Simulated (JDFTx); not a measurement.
Crystal: WC (Qusongite).

```xyz
2
Lattice="2.9065 0.0000 0.0000 -1.4532 2.5171 0.0000 0.0000 0.0000 2.8366" Properties=species:S:1:pos:R:3 pbc="T T T"
W     0.0000    0.0000    0.0000
C     1.4533    0.8390    1.4183
```

Base run:

```yaml
Program: JDFTx 1.7.0 (patched build)
Functional: PBE
Potentials_or_basis: PseudoDojo-SR-PBE-0.5-standard with smoothed tails
Cutoff: 1116 eV
Density_cutoff: 8925 eV
k_mesh: 10 × 10 × 9
Occupations: fermi-dirac, width 0.05 eV
Spin: no spin polarisation
Hubbard_terms: W d U = 6 eV
```

Its results: band gap on the k mesh none (metal or under the smearing width); pressure -11.0 GPa.

Q: After a change of settings the same cell gave: band gap on the k mesh none (metal or under the smearing width); pressure 0.3 GPa. Which change was it?
A. hubbard terms from W d U = 6 eV to W d U = 2 eV
B. hubbard terms from W d U = 6 eV to none; hubbard projectors from atomic pseudo-orbitals, not orthogonalised to none
C. hubbard terms from W d U = 6 eV to W d U = 4 eV

A: A.

Caveats: U without spin polarisation on a metal has little footing; the U is typed as a test and isn't derived for this compound.
